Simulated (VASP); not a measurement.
Output of a VASP run:

### OSZICAR
```
       N       E                     dE             d eps       ncg     rms          rms(c)
DAV:   1     0.219760249568E+03    0.21976E+03   -0.13924E+04   640   0.152E+03
DAV:   2    -0.878559078146E+01   -0.22855E+03   -0.22427E+03   808   0.391E+02
DAV:   3    -0.183065884810E+02   -0.95210E+01   -0.95122E+01   752   0.891E+01
DAV:   4    -0.186405592767E+02   -0.33397E+00   -0.33388E+00  1048   0.128E+01
DAV:   5    -0.186439584687E+02   -0.33992E-02   -0.33992E-02   736   0.143E+00    0.803E+00
DAV:   6    -0.173089228102E+02    0.13350E+01   -0.73206E+00   688   0.191E+01    0.311E+00
DAV:   7    -0.173132369435E+02   -0.43141E-02   -0.18269E-01   808   0.394E+00    0.167E+00
DAV:   8    -0.173319347625E+02   -0.18698E-01   -0.35314E-02   824   0.230E+00    0.187E-01
DAV:   9    -0.173362167959E+02   -0.42820E-02   -0.80782E-03   816   0.707E-01    0.138E-01
DAV:  10    -0.173370517650E+02   -0.83497E-03   -0.13925E-03   752   0.286E-01    0.330E-02
DAV:  11    -0.173370636903E+02   -0.11925E-04   -0.10049E-04   912   0.914E-02    0.159E-02
DAV:  12    -0.173370699889E+02   -0.62986E-05   -0.21590E-05   768   0.464E-02    0.302E-03
DAV:  13    -0.173370704601E+02   -0.47118E-06   -0.44415E-06   976   0.168E-02    0.390E-03
DAV:  14    -0.173370699995E+02    0.46059E-06   -0.97397E-07   832   0.978E-03    0.633E-04
DAV:  15    -0.173370699927E+02    0.68267E-08   -0.41123E-08   568   0.210E-03
   1 F= -.17639233E+02 E0= -.17639233E+02  d E =-.431770E-11
```

### OUTCAR
```
------------------------ aborting loop because EDIFF is reached ----------------------------------------
  Edisp (eV):   -0.30216
  FORCE on cell =-STRESS in cart. coord.  units (eV):
  Direction    XX          YY          ZZ          XY          YZ          ZX
  --------------------------------------------------------------------------------------
  Total       0.00509     0.00509     0.00509     0.00000     0.00000    -0.00000
  in kB       0.19745     0.19745     0.19745     0.00000     0.00000    -0.00000
  external pressure =        0.20 kB  Pullay stress =        0.00 kB
  volume of cell :       41.32
      direct lattice vectors                 reciprocal lattice vectors
     0.000000000  2.743898072  2.743898072    -0.182222512  0.182222512  0.182222512
     2.743898072  0.000000000  2.743898072     0.182222512 -0.182222512  0.182222512
     2.743898072  2.743898072  0.000000000     0.182222512  0.182222512 -0.182222512
 POSITION                                       TOTAL-FORCE (eV/Angst)
 -----------------------------------------------------------------------------------
      0.00000      0.00000      0.00000         0.000000     -0.000000      0.000000
      1.37195      1.37195      1.37195        -0.000000     -0.000000     -0.000000
      4.11585      4.11585      4.11585         0.000000      0.000000      0.000000
 -----------------------------------------------------------------------------------
    total drift:                                0.000000     -0.000000      0.000000
  FREE ENERGIE OF THE ION-ELECTRON SYSTEM (eV)
  ---------------------------------------------------
  free  energy   TOTEN  =       -17.6392334653 eV

  energy  without entropy=      -17.6392334652  energy(sigma->0) =      -17.63923347
```
(Selected blocks of OUTCAR.)

**POSCAR**
```
CaF2
1
    0.0000000000     2.7438980719     2.7438980719
    2.7438980719     0.0000000000     2.7438980719
    2.7438980719     2.7438980719     0.0000000000
Ca F
1 2
Direct
  0.0000000000   0.0000000000   0.0000000000
  0.2500000000   0.2500000000   0.2500000000
  0.7500000000   0.7500000000   0.7500000000
```

Task: Reconstruct the remaining input files.

Result: This is not unique; one that fits is the input of the run itself, PBE GGA with D4 dispersion, plane waves, VASP's PBE PAW potentials (set 64).

**KPOINTS**
```
Regular mesh
0
gamma
  7 7 7
0 0 0
```

### INCAR
```
SYSTEM = CaF2
PREC = Accurate
ENCUT = 520
EDIFF = 1E-7
NELM = 100
ALGO = Normal
LREAL = .FALSE.
LASPH = .TRUE.
ISMEAR = 0
SIGMA = 0.05
GGA = PE
IVDW = 13
LWAVE = .FALSE.
LCHARG = .FALSE.
ISIF = 2
```

POTCAR, in this order: Ca_sv F (PBE.64 set). Program: vasp_std.

The compound is CaF2 in the fluorite structure. It was relaxed first.
